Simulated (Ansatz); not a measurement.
Work and stress of cleavage in TiS2

Level of theory: DFT PBE+D3(BJ), scalar-relativistic, plane waves, PAW in Ansatz. Settings: plane waves to 420 eV, k-mesh 13×13×3 (Γ-centred), Gaussian smearing 0.15 eV. No spin polarisation. Energies are free energies at this smearing, counted from the undisturbed cell; pressure is positive in compression.

Reference structure (relaxed at this level):

```
Ti S
1.0
    -3.35906    0.00000    0.00000
    -1.67953   -2.90903    0.00000
     0.00000    0.00000   16.54429
Ti S
3 6
Cartesian
  -1.6795 -0.9697 8.2721
  -1.6795 -0.9697 13.7874
  -1.6795 -0.9697 2.7569
  -3.3591 -1.9394 9.7010
  -3.3591 -1.9394 15.2162
  -3.3591 -1.9394 4.1858
  0.0000 0.0000 12.3585
  0.0000 0.0000 1.3280
  0.0000 0.0000 6.8433
```

The cut lies on the cell's a–b face, a (0 0 1) plane (indices in the standard cell, whose axes needn't be the Cartesian ones shown) of area 9.77 Å², between layers 2.66 Å apart. Vector c is lengthened by d along the normal with the atoms' Cartesian places fixed: one unrelaxed cut a cell. The traction is positive where the two halves pull on each other.

```csv
d (Å),energy (J/m²),traction (GPa)
-0.30,0.082,-6.26
-0.15,0.018,-2.50
0.00,0.000,-0.14
0.25,0.026,1.87
0.50,0.083,2.54
0.75,0.148,2.59
1.00,0.210,2.38
1.50,0.314,1.77
2.00,0.389,1.23
3.00,0.475,0.58
4.50,0.530,0.22
6.00,0.552,0.10
```

Task: What are the work of separation and the cleavage stress, and do they fit the universal binding curve?

Result: The energy levels off near W ≈ 0.552 J/m² (the traction is down to 0.10 GPa), the energy of the two unrelaxed faces, 0.276 J/m² each on average. The largest sampled traction is 2.59 GPa at d = 0.75 Å, and a parabola through it and its two neighbours peaks at σ_max ≈ 2.61 GPa, d ≈ 0.67 Å. The curve E = W[1 − (1 + d/ℓ)exp(−d/ℓ)] peaks in traction at d = ℓ with σ_max = W/(eℓ); with 1 J/m² per Å = 10 GPa this W and σ_max give ℓ = 0.78 Å. A parabola through that curve at the same three d peaks at 0.80 Å, against 0.67 Å here, a fair fit. Real crystals break at far lower stress, because cracks concentrate it, and on the plane of lowest W, which needn't be this one.

The cut is rigid; relaxing the faces lowers these energies and usually the stresses.

In a metal these slopes depend on the k mesh and the smearing.

Cost: 12 runs of about 3.9 core-minutes in all, on Intel Xeon 6975P-C (Granite Rapids) (shared hosts).